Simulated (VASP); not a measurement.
# ZnS (F-43m) in VASP: a series of runs

One crystal, ZnS, is run at these levels: PBEsol; tasks: relaxation of cell and atoms.

All numbers are computed with VASP 6.6.1; they aren't measurements. Logs are shortened: lines on timing, memory, paths and dates and some standing lists are left out, and cuts for length are marked.

## (1) Starting point

The structure is cubic, space group F-43m (No. 216). The conventional cell has a = 5.387 Å, b = 5.387 Å, c = 5.387 Å, α = 90.00°, β = 90.00°, γ = 90.00°. Zn (site symmetry -43m) is surrounded by 4 S at 2.33 Å. Around S (site symmetry -43m) lie 4 Zn at 2.33 Å.

The cell is a database's computed one.

## (2) Relaxation of cell and atoms, PBEsol

INCAR reads:

```
SYSTEM = ZnS
PREC = Accurate
ENCUT = 300
EDIFF = 1E-7
ISMEAR = 0
SIGMA = 0.02
LREAL = .False.
LASPH = .True.
NELM = 60
ALGO = Normal
ISIF = 3
LWAVE = .False.
LCHARG = .False.
GGA = PS
IBRION = 2
NSW = 90
EDIFFG = -0.005
```

KPOINTS reads:

```
regular mesh
0
Gamma
  10 10 10
  0 0 0
```

POSCAR reads:

```
ZnS
1.0
    0.0000000000      2.6936828800      2.6936828800
    2.6936828800      0.0000000000      2.6936828800
    2.6936828800      2.6936828800      0.0000000000
Zn S
1 1
Direct
    0.0000000000      0.0000000000      0.0000000000
    0.7500000000      0.7500000000      0.7500000000
```

Potentials or basis: VASP PAW PBE potentials, release 64 (Zn, S).

The run is started by

```console
> cat potpaw_PBE.64/Zn/POTCAR potpaw_PBE.64/S/POTCAR > POTCAR
> mpirun -np 1 vasp_std > vasp.out
```

OUTCAR:

```text
SYSTEM = ZnS
   PREC = Accurate
   ENCUT = 300
   EDIFF = 1E-7
   ISMEAR = 0
   LREAL = .False.
   LASPH = .True.
   NELM = 60
   ISIF = 3
   GGA = PS
   IBRION = 2
   NSW = 90
   EDIFFG = -0.005

 ion  position               nearest neighbor table
   1  0.000  0.000  0.000-   2 2.33   2 2.33   2 2.33   2 2.33
   2  0.750  0.750  0.750-   1 2.33   1 2.33   1 2.33   1 2.33

  LATTYP: Found a face centered cubic cell.
 ALAT       =     5.3873657600

  Lattice vectors:

 A1 = (   0.0000000000,   2.6936828800,   2.6936828800)
 A2 = (   2.6936828800,   0.0000000000,   2.6936828800)
 A3 = (   2.6936828800,   2.6936828800,   0.0000000000)

Analysis of symmetry for initial positions (statically):
=====================================================================
 Subroutine PRICEL returns:
 Original cell was already a primitive cell.

 Routine SETGRP: Setting up the symmetry group for a
 face centered cubic supercell.

 Subroutine GETGRP returns: Found 24 space group operations
 (whereof 24 operations were pure point group operations)
 out of a pool of 48 trial point group operations.

The static configuration has the point symmetry T_d .

Analysis of symmetry for dynamics (positions and initial velocities):
=====================================================================
 Subroutine PRICEL returns:
 Original cell was already a primitive cell.

 Routine SETGRP: Setting up the symmetry group for a
 face centered cubic supercell.

 Subroutine GETGRP returns: Found 24 space group operations
 (whereof 24 operations were pure point group operations)
 out of a pool of 48 trial point group operations.

The dynamic configuration has the point symmetry T_d .

 Subroutine INISYM returns: Found 24 space group operations
 (whereof 24 operations are pure point group operations),
 and found     1 'primitive' translations

----------------------------------------------------------------------------------------

                                     Primitive cell

  volume of cell :      39.0903

  direct lattice vectors                    reciprocal lattice vectors
     0.000000000  2.693682880  2.693682880    -0.185619474  0.185619474  0.185619474
     2.693682880  0.000000000  2.693682880     0.185619474 -0.185619474  0.185619474
     2.693682880  2.693682880  0.000000000     0.185619474  0.185619474 -0.185619474

  length of vectors
     3.809442862  3.809442862  3.809442862     0.321502360  0.321502360  0.321502360

  position of ions in fractional coordinates (direct lattice)
     0.000000000  0.000000000  0.000000000
     0.750000000  0.750000000  0.750000000

  ion indices of the primitive-cell ions
   primitive index   ion index
                 1           1
                 2           2

----------------------------------------------------------------------------------------

 KPOINTS: regular mesh

Automatic generation of k-mesh.
 Grid dimensions read from file:
 generate k-points for:   10   10   10

 Generating k-lattice:

  Cartesian coordinates                     Fractional coordinates (reciprocal lattice)
    -0.018561947  0.018561947  0.018561947     0.100000000  0.000000000  0.000000000
     0.018561947 -0.018561947  0.018561947     0.000000000  0.100000000  0.000000000
     0.018561947  0.018561947 -0.018561947     0.000000000  0.000000000  0.100000000

  Length of vectors
     0.032150236  0.032150236  0.032150236

  Shift w.r.t. Gamma in fractional coordinates (k-lattice)
     0.000000000  0.000000000  0.000000000

 Subroutine IBZKPT returns following result:
 ===========================================

 Found     47 irreducible k-points:

 Following reciprocal coordinates:
            Coordinates               Weight
  0.000000  0.000000  0.000000      1.000000
  0.100000  0.000000  0.000000      8.000000
  0.200000  0.000000  0.000000      8.000000
  0.300000  0.000000  0.000000      8.000000
  0.400000  0.000000  0.000000      8.000000
  0.500000  0.000000  0.000000      4.000000
[... 16 lines left out ...]
  0.300000  0.300000  0.000000      6.000000
  0.400000  0.300000  0.000000     24.000000
 [... further k-points ...]
   k-points           NKPTS =     47   k-points in BZ     NKDIM =     47   number of bands    NBANDS=     13
   number of dos      NEDOS =    301   number of ions     NIONS =      2
   total plane-waves  NPLWV =  13824
   dimension x,y,z NGX =    24 NGY =   24 NGZ =   24
   dimension x,y,z NGXF=    48 NGYF=   48 NGZF=   48
   ions per type =               1   1
   NGX,Y,Z   is equivalent  to a cutoff of  10.47, 10.47, 10.47 a.u.
   NGXF,Y,Z  is equivalent  to a cutoff of  20.95, 20.95, 20.95 a.u.
 SYSTEM =  ZnS
   PREC   = accura    normal or accurate (medium, high low for compatibility)
   ISTART =      0    job   : 0-new  1-cont  2-samecut
   ICHARG =      2    charge: 1-file 2-atom 10-const
   ISPIN  =      1    spin polarized calculation?
   LNONCOLLINEAR =      F non collinear calculations
   LSORBIT =      F    spin-orbit coupling
   LASPH  =      T    aspherical Exc in radial PAW
   ENCUT  =  300.0 eV  22.05 Ry    4.70 a.u.   5.38  5.38  5.38*2*pi/ulx,y,z
   NELM   =     60;   NELMIN=  2; NELMDL= -5     # of ELM steps
   EDIFF  = 0.1E-06   stopping-criterion for ELM
   LREAL  =      F    real-space projection
   EDIFFG = -.5E-02   stopping-criterion for IOM
   NSW    =     90    number of steps for IOM
   IBRION =      2    ionic relax: 0-MD 1-quasi-New 2-CG
   NFREE  =      1    steps in history (QN), initial steepest desc. (CG)
   ISIF   =      3    stress and relaxation
   ISYM   =      2    0-nonsym 1-usesym 2-fastsym
   POTIM  = 0.5000    time-step for ionic-motion
   TEBEG  =    0.0;   TEEND  =   0.0 temperature during run
   PSTRESS=    0.0 pullay stress
   NELECT =      18.0000    total number of electrons
   NUPDOWN=      -1.0000    fix difference up-down
   EMIN   =  10.00;   EMAX   =-10.00  energy-range for DOS
   EFERMI =   0.00;   METHOD = LEGACY
   ISMEAR =     0;   SIGMA  =   0.02  broadening in eV -4-tet -1-fermi 0-gaus
   EFERMI_NEDOS =   21; number of points for ismear=-14 and -15
   IALGO  =     38    algorithm
   IMIX   =      4    mixing-type and parameters
     AMIX     =   0.40;   BMIX     =  1.00
     AMIX_MAG =   1.60;   BMIX_MAG =  1.00
  volume/ion in A,a.u.               =      19.55       131.90
  Fermi-wavevector in a.u.,A,eV,Ry     =   1.264181  2.388955 21.744194  1.598153
  Thomas-Fermi vector in A             =   2.397499
   LORBIT       =      0    0 simple, 1 ext, 2 COOP (PROOUT), +10 PAW based schemes
   GGA     = PS    functional components
   LHFCALC =     F    Hartree Fock is set to
   AEXX    =    0.0000 exact exchange contribution
   IVDW    =     0    specifies the selected vdW correction
   LEPSILON=     F    determine dielectric tensor
   LRPA    =     F    only Hartree local field effects (RPA)
 conjugate gradient relaxation of ions
 non-spin polarized calculation
 Gauss-broadening in eV      SIGMA  =   0.02
  energy-cutoff  :      300.00
  volume of cell :       39.09
 maximum number of plane-waves:       479
 NGX is ok and might be reduce to    24
   NGX = 11   NGY = 11   NGZ = 11

--------------------------------------- Ionic step        1  -------------------------------------------

 number of electron      17.9999966 magnetization

 Free energy of the ion-electron system (eV)
  ---------------------------------------------------
  ext. energy  EPLUGINS =         0.00000000
  ---------------------------------------------------
  free energy    TOTEN  =        -7.58198874 eV

  energy without entropy =       -7.58198874  energy(sigma->0) =       -7.58198874

------------------------ aborting loop because EDIFF is reached ----------------------------------------

  FORCE on cell =-STRESS in cart. coord.  units (eV):
  Direction    XX          YY          ZZ          XY          YZ          ZX
  --------------------------------------------------------------------------------------
  -------------------------------------------------------------------------------------
  Total       -0.3337171     -0.3337171     -0.3337171      0.0000000      0.0000000     -0.0000000
  in kB      -13.6779074    -13.6779074    -13.6779074      0.0000000      0.0000000     -0.0000000
  external PRESSURE =     -13.6779074 kB  Pullay stress =       0.0000000 kB

 VOLUME and BASIS-vectors are now :
 -----------------------------------------------------------------------------
  energy-cutoff  :      300.00
  volume of cell :       39.09
      direct lattice vectors                 reciprocal lattice vectors
     0.000000000  2.693682880  2.693682880    -0.185619474  0.185619474  0.185619474
     2.693682880  0.000000000  2.693682880     0.185619474 -0.185619474  0.185619474
     2.693682880  2.693682880  0.000000000     0.185619474  0.185619474 -0.185619474

 POSITION                                       TOTAL-FORCE (eV/Angst)
 -----------------------------------------------------------------------------------
      0.00000      0.00000      0.00000        -0.000000     -0.000000     -0.000000
      4.04052      4.04052      4.04052         0.000000      0.000000      0.000000
 -----------------------------------------------------------------------------------
    total drift:                               -0.000002     -0.000002     -0.000002

  FREE ENERGIE OF THE ION-ELECTRON SYSTEM (eV)
  ---------------------------------------------------
  free  energy   TOTEN  =        -7.5819887443 eV

  energy  without entropy=       -7.5819887443  energy(sigma->0) =       -7.58198874

--------------------------------------- Ionic step        2  -------------------------------------------

 number of electron      17.9999982 magnetization

 E-fermi :   2.4441     XC(G=0): -10.0088

 val. band max:        2.3382155807   @ k =   0.0000   0.0000   0.0000
 cond. band min:       4.4541663082   @ k =   0.0000   0.0000   0.0000
 fundamental gap:      2.1159507275
 Fermi energy:         2.4440679595

 k-point     1 :       0.0000    0.0000    0.0000
  band No.  band energies     occupation
      1     -11.0650      2.00000
      2      -4.1579      2.00000
      3      -4.1579      2.00000
      4      -4.1579      2.00000
      5      -3.6149      2.00000
      6      -3.6149      2.00000
      7       2.3382      2.00000
      8       2.3382      2.00000
      9       2.3382      2.00000
     10       4.4542      0.00000
     11       8.6214      0.00000
     12       8.6214      0.00000
     13       8.6214      0.00000

 k-point     2 :       0.1000    0.0000    0.0000
  band No.  band energies     occupation
      1     -10.9837      2.00000
      2      -4.1615      2.00000
      3      -4.1430      2.00000
      4      -4.1430      2.00000
      5      -3.6164      2.00000
      6      -3.6164      2.00000
      7       1.5094      2.00000
      8       2.2325      2.00000
      9       2.2325      2.00000
     10       5.0810      0.00000
     11       8.5380      0.00000
[... 376 lines left out ...]
 POSITION                                       TOTAL-FORCE (eV/Angst)
 -----------------------------------------------------------------------------------
      5.34400      5.34400      5.34400         0.000000      0.000000     -0.000000
      4.00800      4.00800      4.00800        -0.000000     -0.000000      0.000000
 -----------------------------------------------------------------------------------
    total drift:                               -0.000002     -0.000002     -0.000002

  FREE ENERGIE OF THE ION-ELECTRON SYSTEM (eV)
  ---------------------------------------------------
  free  energy   TOTEN  =        -7.5845660431 eV

  energy  without entropy=       -7.5845660431  energy(sigma->0) =       -7.58456604

--------------------------------------- Ionic step        3  -------------------------------------------

 number of electron      17.9999978 magnetization

 Free energy of the ion-electron system (eV)
  ---------------------------------------------------
  ext. energy  EPLUGINS =         0.00000000
  ---------------------------------------------------
  free energy    TOTEN  =        -7.58499307 eV

  energy without entropy =       -7.58499307  energy(sigma->0) =       -7.58499307

 E-fermi :   2.3797     XC(G=0):  -9.9780

 val. band max:        2.2751145060   @ k =   0.0000   0.0000   0.0000
 cond. band min:       4.3623845552   @ k =   0.0000   0.0000   0.0000
 fundamental gap:      2.0872700492
 Fermi energy:         2.3797109733

 k-point     1 :       0.0000    0.0000    0.0000
  band No.  band energies     occupation
      1     -11.0803      2.00000
      2      -4.1923      2.00000
      3      -4.1923      2.00000
      4      -4.1923      2.00000
      5      -3.6573      2.00000
      6      -3.6573      2.00000
      7       2.2751      2.00000
      8       2.2751      2.00000
      9       2.2751      2.00000
     10       4.3624      0.00000
     11       8.5638      0.00000
     12       8.5638      0.00000
     13       8.5638      0.00000

 k-point     2 :       0.1000    0.0000    0.0000
  band No.  band energies     occupation
      1     -10.9999      2.00000
      2      -4.1955      2.00000
      3      -4.1776      2.00000
      4      -4.1776      2.00000
      5      -3.6588      2.00000
      6      -3.6588      2.00000
      7       1.4487      2.00000
      8       2.1706      2.00000
      9       2.1706      2.00000
     10       4.9903      0.00000
     11       8.4772      0.00000
[... 376 lines left out ...]
 POSITION                                       TOTAL-FORCE (eV/Angst)
 -----------------------------------------------------------------------------------
      0.00000      0.00000      0.00000         0.000000      0.000000      0.000000
      4.01672      4.01672      4.01672        -0.000000     -0.000000     -0.000000
 -----------------------------------------------------------------------------------
    total drift:                               -0.000002     -0.000002     -0.000002

  FREE ENERGIE OF THE ION-ELECTRON SYSTEM (eV)
  ---------------------------------------------------
  free  energy   TOTEN  =        -7.5849930679 eV

  energy  without entropy=       -7.5849930679  energy(sigma->0) =       -7.58499307

 reached required accuracy - stopping structural energy minimisation
```

Run time: 13 s. Hardware: 1 thread of AMD EPYC 9R45 (Zen 5), shared host; peak memory 0.11 GiB.

These settings aren't checked as converged: the numbers below hold their error.

Results:

* Free energy: -7.5850 eV
* Relaxed volume: 19.20 Å³/atom
* Relaxed cell: a = 3.787 Å, b = 3.787 Å, c = 3.787 Å, α = 60.00°, β = 60.00°, γ = 60.00°
* Space group after relaxing (to 0.05 Å): F-43m (No. 216)
* Energy gained by relaxing: 1.5 meV/atom
* Ionic steps: 3
* Band gap on the k mesh: 2.09 eV, direct

Caveat: the cutoff is under 1.25 times the usual one of these potentials, so pressure, stress and relaxed cells hold a basis-set (Pulay) error; the PAW data sets were made with another functional, which shifts forces and pressure a little.

## (3) Relaxation of cell and atoms, PBEsol

INCAR: that of step 2 with these lines changed.

```diff
@@ -2,3 +2,3 @@
 PREC = Accurate
-ENCUT = 300
+ENCUT = 600
 EDIFF = 1E-7
```

KPOINTS reads:

```
regular mesh
0
Gamma
  4 4 4
  0 0 0
```

POSCAR is that of step 2.

Potentials or basis: VASP PAW PBE potentials, release 64 (Zn, S).

The run is started by

```console
> cat potpaw_PBE.64/Zn/POTCAR potpaw_PBE.64/S/POTCAR > POTCAR
> mpirun -np 1 vasp_std > vasp.out
```

Wall time 6.9 s (1 thread of AMD EPYC 9R45 (Zen 5), shared host); peak memory 0.14 GiB.

Results (log left out):

```
Free energy                            : -7.5367 eV
Relaxed volume                         : 19.34 Å³/atom
Relaxed cell                           : a = 3.796 Å, b = 3.796 Å, c = 3.796 Å, α = 60.00°, β = 60.00°, γ = 60.00°
Space group after relaxing (to 0.05 Å) : F-43m (No. 216)
Energy gained by relaxing              : 0.5 meV/atom
Ionic steps                            : 3
Pressure after relaxing                : 0.0 GPa
Band gap on the k mesh                 : 2.05 eV, direct
```

The path:
| step | energy change (eV) | largest force (eV/Å) | pressure (GPa) | volume (Å³) |
| --- | --- | --- | --- | --- |
| 1 | 0.0000 | 0.0000 | -0.78 | 39.09 |
| 2 | -0.0009 | 0.0000 | 0.29 | 38.55 |
| 3 | -0.0010 | 0.0000 | 0.01 | 38.69 |

Final structure:
```cif
data_structure
_symmetry_space_group_name_H-M 'P 1'
_symmetry_Int_Tables_number 1
_cell_length_a 3.7964
_cell_length_b 3.7964
_cell_length_c 3.7964
_cell_angle_alpha 60.000
_cell_angle_beta 60.000
_cell_angle_gamma 60.000
_cell_volume 38.69
loop_
_atom_site_label
_atom_site_type_symbol
_atom_site_fract_x
_atom_site_fract_y
_atom_site_fract_z
_atom_site_occupancy
Zn1 Zn 0.00000 0.00000 0.00000 1
S1 S 0.75000 0.75000 0.75000 1
```

Levels at points of the mesh, in eV from the valence-band top:
```tsv
k point	band 5	band 6	band 7	band 8	band 9	band 10	band 11	band 12	band 13
(0.00, 0.00, 0.00)	-5.96	-5.96	0.00	0.00	0.00	2.05	6.27	6.27	6.27
(0.50, 0.00, 0.00)	-5.92	-5.75	-5.50	-0.91	-0.91	3.22	6.80	6.80	8.76
(0.50, 0.50, 0.00)	-5.88	-5.73	-4.70	-2.33	-2.33	3.17	3.95	10.97	12.00
```

Caveat: the k mesh is coarse (spacing up to 0.51 Å⁻¹), so the values aren't converged; the PAW data sets were made with another functional, which shifts forces and pressure a little.
